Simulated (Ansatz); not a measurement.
## Band structure of Lu

```xyz
1
Lattice="-1.9500 1.9500 1.9500 1.9500 -1.9500 1.9500 1.9500 1.9500 -1.9500" Properties=species:S:1:pos:R:3 pbc="T T T"
Lu    0.0000    0.0000    0.0000
```

The structure comes from a relaxation in the same program, started in the bcc type, and has space group Im-3m. Whether it is a known phase or the ground state wasn't checked.

All numbers below come from DFT, PBE, all-electron LAPW, Dirac equation with spin-orbit coupling in Ansatz 0.2.0.

Numerical set-up: a Γ-centred 15×15×15 k mesh, Fermi–Dirac smearing of 0.08 eV, basis error target 0.5 meV/atom, no spin polarisation.

Points in fractions of the reciprocal vectors of this cell: Γ (0, 0, 0), H (0.5, -0.5, 0.5), N (0, 0, 0.5), P (0.25, 0.25, 0.25). The path joins them by straight lines in the order Γ–H–N–Γ–P–H–P–N; legs that retrace an earlier one aren't tabulated. Energies are in eV from the Fermi level.

Q: Is there a gap?

A: none: bands cross the Fermi level, a metal.

Q: List the levels between -5 and 4 eV at the symmetry points.

A: 
Γ: -4.42 (×4), -4.38 (×2), -4.35 (×2), 2.02 (×4), 2.28 (×2)
H: -4.41 (×4), -4.37 (×4), -1.46 (×4)
N: -4.41 (×4), -4.39 (×2), -4.36 (×2), -2.50 (×2), 0.39 (×2), 0.40 (×2)
P: -4.41 (×2), -4.39 (×2), -4.38 (×4), -0.56 (×2), -0.09 (×4)
